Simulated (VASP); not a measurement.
# CaO (P-6m2) in VASP: notebook

Runs on CaO. Level: PBE. Tasks: single point, relaxation of cell and atoms.

All numbers are computed with VASP 6.6.1; they aren't measurements. Logs are shortened: lines on timing, memory, paths and dates and some standing lists are left out, and cuts for length are marked.

## Step 1: The crystal as given

The structure is hexagonal, space group P-6m2 (No. 187). Conventional cell: a = 3.300 Å, b = 3.300 Å, c = 2.999 Å, α = 90.00°, β = 90.00°, γ = 120.00°. Around Ca (site symmetry -6m2) lie 6 O at 2.42 Å. Around O (site symmetry -6m2) lie 6 Ca at 2.42 Å.

The cell was built by a generator and needn't be a form met in nature.

## Step 2: Single point, PBE

INCAR

```
SYSTEM = CaO
ALGO = Fast ; EDIFF = 1E-6
ENCUT = 520 ; GGA = PE
ISIF = 2 ; ISMEAR = 0
LASPH = .True. ; LCHARG = .True.
LELF = .True. ; LREAL = .False.
LVHAR = .True. ; LWAVE = .False.
NBANDS = 15 ; NELM = 80
PREC = Accurate ; SIGMA = 0.1
```

KPOINTS

```
k-points
0
Gamma
  6 6 6
  0 0 0
```

POSCAR

```
CaO
1.0
    3.3002833230      0.0000000030      0.0000000000
   -1.6501416641      2.8581291959      0.0000000000
    0.0000000000      0.0000000000      2.9986301491
Ca O
1 1
Direct
    0.6666666667      0.3333333333      0.0000000000
    0.3333333333      0.6666666667      0.5000000000
```

Potentials or basis: VASP PAW PBE potentials, release 64 (Ca_sv, O).

Launch:

```bash
> cat potpaw_PBE.64/Ca_sv/POTCAR potpaw_PBE.64/O/POTCAR > POTCAR
> mpirun -np 1 vasp_std > vasp.out
```

OUTCAR:

```text
SYSTEM = CaO
   EDIFF = 1E-6
   ENCUT = 520
   GGA = PE
   ISIF = 2
   ISMEAR = 0
   LASPH = .True.
   LREAL = .False.
   NELM = 80
   PREC = Accurate

 ion  position               nearest neighbor table
   1  0.667  0.333  0.000-   2 2.42   2 2.42   2 2.42   2 2.42   2 2.42   2 2.42
   2  0.333  0.667  0.500-   1 2.42   1 2.42   1 2.42   1 2.42   1 2.42   1 2.42

  LATTYP: Found a hexagonal cell.
 ALAT       =     3.3002833230
 C/A-ratio  =     0.9085977947

  Lattice vectors:

 A1 = (   3.3002833230,   0.0000000030,   0.0000000000)
 A2 = (  -1.6501416641,   2.8581291959,   0.0000000000)
 A3 = (   0.0000000000,   0.0000000000,   2.9986301491)

Analysis of symmetry for initial positions (statically):
=====================================================================
 Subroutine PRICEL returns:
 Original cell was already a primitive cell.

 Routine SETGRP: Setting up the symmetry group for a
 hexagonal supercell.

 Subroutine GETGRP returns: Found 12 space group operations
 (whereof 12 operations were pure point group operations)
 out of a pool of 24 trial point group operations.

The static configuration has the point symmetry D_3h.

Analysis of symmetry for dynamics (positions and initial velocities):
=====================================================================
 Subroutine PRICEL returns:
 Original cell was already a primitive cell.

 Routine SETGRP: Setting up the symmetry group for a
 hexagonal supercell.

 Subroutine GETGRP returns: Found 12 space group operations
 (whereof 12 operations were pure point group operations)
 out of a pool of 24 trial point group operations.

The dynamic configuration has the point symmetry D_3h.

 Subroutine INISYM returns: Found 12 space group operations
 (whereof 12 operations are pure point group operations),
 and found     1 'primitive' translations

----------------------------------------------------------------------------------------

                                     Primitive cell

  volume of cell :      28.2850

  direct lattice vectors                    reciprocal lattice vectors
     3.300283323  0.000000003  0.000000000     0.303004288  0.174939608  0.000000000
    -1.650141664  2.858129196  0.000000000    -0.000000000  0.349879215  0.000000000
     0.000000000  0.000000000  2.998630149     0.000000000  0.000000000  0.333485609

  length of vectors
     3.300283323  3.300283323  2.998630149     0.349879215  0.349879215  0.333485609

  position of ions in fractional coordinates (direct lattice)
     0.666666667  0.333333333  0.000000000
     0.333333333  0.666666667  0.500000000

  ion indices of the primitive-cell ions
   primitive index   ion index
                 1           1
                 2           2

----------------------------------------------------------------------------------------

 KPOINTS: k-points

Automatic generation of k-mesh.
 Grid dimensions read from file:
 generate k-points for:    6    6    6

 Generating k-lattice:

  Cartesian coordinates                     Fractional coordinates (reciprocal lattice)
     0.050500715  0.029156601  0.000000000     0.166666667 -0.000000000  0.000000000
    -0.000000000  0.058313203  0.000000000     0.000000000  0.166666667  0.000000000
     0.000000000  0.000000000  0.055580935     0.000000000  0.000000000  0.166666667

  Length of vectors
     0.058313203  0.058313203  0.055580935

  Shift w.r.t. Gamma in fractional coordinates (k-lattice)
     0.000000000  0.000000000  0.000000000

 Subroutine IBZKPT returns following result:
 ===========================================

 Found     28 irreducible k-points:

 Following reciprocal coordinates:
            Coordinates               Weight
  0.000000  0.000000  0.000000      1.000000
  0.166667  0.000000  0.000000      6.000000
  0.333333  0.000000  0.000000      6.000000
  0.500000  0.000000  0.000000      3.000000
  0.166667  0.166667  0.000000      6.000000
  0.333333  0.166667  0.000000     12.000000
[... 16 lines left out ...]
  0.166667  0.000000  0.500000      6.000000
  0.333333  0.000000  0.500000      6.000000
 [... further k-points ...]
   k-points           NKPTS =     28   k-points in BZ     NKDIM =     28   number of bands    NBANDS=     15
   number of dos      NEDOS =    301   number of ions     NIONS =      2
   total plane-waves  NPLWV =  18816
   dimension x,y,z NGX =    28 NGY =   28 NGZ =   24
   dimension x,y,z NGXF=    56 NGYF=   56 NGZF=   48
   ions per type =               1   1
   NGX,Y,Z   is equivalent  to a cutoff of  14.10, 14.10, 13.31 a.u.
   NGXF,Y,Z  is equivalent  to a cutoff of  28.21, 28.21, 26.61 a.u.
 SYSTEM =  CaO
   PREC   = accura    normal or accurate (medium, high low for compatibility)
   ISTART =      0    job   : 0-new  1-cont  2-samecut
   ICHARG =      2    charge: 1-file 2-atom 10-const
   ISPIN  =      1    spin polarized calculation?
   LNONCOLLINEAR =      F non collinear calculations
   LSORBIT =      F    spin-orbit coupling
   LASPH  =      T    aspherical Exc in radial PAW
   ENCUT  =  520.0 eV  38.22 Ry    6.18 a.u.   6.14  6.14  5.58*2*pi/ulx,y,z
   NELM   =     80;   NELMIN=  2; NELMDL= -5     # of ELM steps
   EDIFF  = 0.1E-05   stopping-criterion for ELM
   LREAL  =      F    real-space projection
   EDIFFG = 0.1E-04   stopping-criterion for IOM
   NSW    =      0    number of steps for IOM
   IBRION =     -1    ionic relax: 0-MD 1-quasi-New 2-CG
   NFREE  =      0    steps in history (QN), initial steepest desc. (CG)
   ISIF   =      2    stress and relaxation
   ISYM   =      2    0-nonsym 1-usesym 2-fastsym
   POTIM  = 0.5000    time-step for ionic-motion
   TEBEG  =    0.0;   TEEND  =   0.0 temperature during run
   PSTRESS=    0.0 pullay stress
   NELECT =      16.0000    total number of electrons
   NUPDOWN=      -1.0000    fix difference up-down
   EMIN   =  10.00;   EMAX   =-10.00  energy-range for DOS
   EFERMI =   0.00;   METHOD = LEGACY
   ISMEAR =     0;   SIGMA  =   0.10  broadening in eV -4-tet -1-fermi 0-gaus
   EFERMI_NEDOS =   21; number of points for ismear=-14 and -15
   IALGO  =     68    algorithm
   IMIX   =      4    mixing-type and parameters
     AMIX     =   0.40;   BMIX     =  1.00
     AMIX_MAG =   1.60;   BMIX_MAG =  1.00
  volume/ion in A,a.u.               =      14.14        95.44
  Fermi-wavevector in a.u.,A,eV,Ry     =   1.353930  2.558556 24.941194  1.833126
  Thomas-Fermi vector in A             =   2.481144
   LORBIT       =      0    0 simple, 1 ext, 2 COOP (PROOUT), +10 PAW based schemes
   GGA     = PE    functional components
   LHFCALC =     F    Hartree Fock is set to
   AEXX    =    0.0000 exact exchange contribution
   IVDW    =     0    specifies the selected vdW correction
   LEPSILON=     F    determine dielectric tensor
   LRPA    =     F    only Hartree local field effects (RPA)
 non-spin polarized calculation
 RMM-DIIS sequential band-by-band and
 Gauss-broadening in eV      SIGMA  =   0.10
  energy-cutoff  :      520.00
  volume of cell :       28.28
 maximum number of plane-waves:       776
 NGX is ok and might be reduce to    28
   NGX = 13   NGY = 13   NGZ = 11

 number of electron      15.9999997 magnetization

 Free energy of the ion-electron system (eV)
  ---------------------------------------------------
  ext. energy  EPLUGINS =         0.00000000
  ---------------------------------------------------
  free energy    TOTEN  =       -12.30442077 eV

  energy without entropy =      -12.30442077  energy(sigma->0) =      -12.30442077

 E-fermi :   3.2472     XC(G=0): -10.3551

 val. band max:        2.6952679565   @ k =   0.0000   0.0000   0.0000
 cond. band min:       6.0127068375   @ k =   0.0000   0.0000   0.0000
 fundamental gap:      3.3174388810
 Fermi energy:         3.2472035189

 k-point     1 :       0.0000    0.0000    0.0000
  band No.  band energies     occupation
      1     -35.7335      2.00000
      2     -16.5004      2.00000
      3     -16.5004      2.00000
      4     -16.3204      2.00000
      5     -13.1177      2.00000
      6       1.8869      2.00000
      7       1.8869      2.00000
      8       2.6953      2.00000
      9       6.0127      0.00000
     10       7.1065      0.00000
     11      10.0825      0.00000
     12      10.0825      0.00000
     13      11.4030      0.00000
     14      11.4030      0.00000
     15      18.8751      0.00000

 k-point     2 :       0.1667    0.0000    0.0000
  band No.  band energies     occupation
      1     -35.7104      2.00000
      2     -16.7745      2.00000
      3     -16.5379      2.00000
      4     -16.2985      2.00000
      5     -12.8603      2.00000
      6       1.2226      2.00000
      7       1.9590      2.00000
      8       2.5580      2.00000
      9       6.4753      0.00000
     10       8.0725      0.00000
     11       9.6269      0.00000
     12      10.3448      0.00000
     13      11.2969      0.00000
     14      11.4223      0.00000
     15      18.3332      0.00000

 k-point     3 :       0.3333    0.0000    0.0000
  band No.  band energies     occupation
      1     -35.6636      2.00000
      2     -17.2366      2.00000
      3     -16.6117      2.00000
      4     -16.2544      2.00000
      5     -12.4344      2.00000
      6       0.3615      2.00000
      7       2.0842      2.00000
      8       2.2995      2.00000
      9       6.6775      0.00000
     10       9.1855      0.00000
     11      10.4244      0.00000
     12      11.0210      0.00000
     13      11.0939      0.00000
     14      11.3737      0.00000
     15      17.2154      0.00000
[... 343 lines left out ...]
 k-point    23 :       0.1667    0.0000    0.5000
  band No.  band energies     occupation
      1     -35.5885      2.00000
      2     -17.5140      2.00000
      3     -16.5497      2.00000
      4     -16.4311      2.00000
      5     -12.0914      2.00000
      6      -0.0269      2.00000
      7       1.8661      2.00000
      8       1.9616      2.00000
      9       7.8980      0.00000
     10       9.2555      0.00000
     11       9.4141      0.00000
     12      10.4109      0.00000
     13      10.5446      0.00000
     14      13.2268      0.00000
     15      15.2392      0.00000

 k-point    24 :       0.3333    0.0000    0.5000
  band No.  band energies     occupation
      1     -35.5481      2.00000
      2     -17.2691      2.00000
      3     -16.8375      2.00000
      4     -16.4925      2.00000
      5     -12.3890      2.00000
      6       0.4401      2.00000
      7       1.2368      2.00000
      8       1.5868      2.00000
      9       7.5937      0.00000
     10       9.1253      0.00000
     11      10.7035      0.00000
     12      11.1034      0.00000
     13      11.7154      0.00000
     14      15.2644      0.00000
     15      15.5518      0.00000

 [... further k-points ...]

------------------------ aborting loop because EDIFF is reached ----------------------------------------

  FORCE on cell =-STRESS in cart. coord.  units (eV):
  Direction    XX          YY          ZZ          XY          YZ          ZX
  --------------------------------------------------------------------------------------
  -------------------------------------------------------------------------------------
  Total        0.0892089      0.0892089      0.1157127     -0.0000000      0.0000000     -0.0000000
  in kB        5.0531558      5.0531558      6.5544397     -0.0000000      0.0000000     -0.0000000
  external PRESSURE =       5.5535838 kB  Pullay stress =       0.0000000 kB

 VOLUME and BASIS-vectors are now :
 -----------------------------------------------------------------------------
  energy-cutoff  :      520.00
  volume of cell :       28.28
      direct lattice vectors                 reciprocal lattice vectors
     3.300283323  0.000000003  0.000000000     0.303004288  0.174939608  0.000000000
    -1.650141664  2.858129196  0.000000000    -0.000000000  0.349879215  0.000000000
     0.000000000  0.000000000  2.998630149     0.000000000  0.000000000  0.333485609

 POSITION                                       TOTAL-FORCE (eV/Angst)
 -----------------------------------------------------------------------------------
      1.65014      0.95271      0.00000         0.000000     -0.000000      0.000000
     -0.00000      1.90542      1.49932        -0.000000      0.000000      0.000000
 -----------------------------------------------------------------------------------
    total drift:                               -0.000000      0.000000     -0.000000

  FREE ENERGIE OF THE ION-ELECTRON SYSTEM (eV)
  ---------------------------------------------------
  free  energy   TOTEN  =       -12.3044207729 eV

  energy  without entropy=      -12.3044207729  energy(sigma->0) =      -12.30442077
```

It took 8.3 s on 1 thread of Intel Xeon 6975P-C (Granite Rapids), shared host; peak memory 0.14 GiB.

What came out:

```
Free energy            : -12.3044 eV
Pressure               : 0.6 GPa
Band gap on the k mesh : 3.32 eV, direct
```

A k mesh can miss the band edges. PBE gaps usually lie below the measured ones, often by a third to a half.

[end of part 1 of 2]
